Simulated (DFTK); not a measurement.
**Co in DFTK: convergence with k mesh**

The system is Co.

```
CELL_PARAMETERS angstrom
2.47200 0.00000 0.00000
-1.23600 2.14081 0.00000
0.00000 0.00000 4.02114
ATOMIC_POSITIONS crystal
Co 0.66667 0.33333 0.75000
Co 0.33333 0.66667 0.25000
```

- Program: DFTK 0.8.2
- Task: convergence study
- Functional: PBE
- Potentials or basis: dojo.nc.sr.pbe.v0_4_1.standard.upf (PBE)
- Cutoff: 1306 eV
- k mesh: 2 × 2 × 1
- Occupations: gaussian, width 0.1 eV
- Spin: collinear spin, ferrimagnetic start
- Starting moments: [2.0, -1.0] μB

These are the settings of the first run; the series varies k mesh, with any setting tied to it.

Hardware: 1 thread of Intel(R) Xeon(R) Platinum 8488C (Sapphire Rapids), with other jobs on the host.

| k mesh | energy less the tightest run, at zero smearing (meV/atom) | pressure (GPa) | absolute moment (μB) | SCF cycles |
| --- | --- | --- | --- | --- |
| 2 × 2 × 1 | 259.35 | 0.32 | 2.42 | 17 |
| 4 × 4 × 2 | -218.82 | 6.46 | 3.63 | 29 |
| 5 × 5 × 3 | 18.91 | -0.81 | 2.23 | 38 |
| 7 × 7 × 4 | not converged | - | - | - |
| 9 × 9 × 5 | 3.55 | -1.13 | 2.13 | 23 |
| 11 × 11 × 6 | 0.00 | -2.67 | 1.86 | 23 |

Not settled before the last step: the energy (to 1 meV/atom), the pressure (to 0.1 GPa), the absolute moment (to 0.02 μB). Meshes of other sizes hit other points, so gaps and Fermi surfaces needn't settle smoothly. The tightest run that finished is the yardstick and may itself not be fully converged.
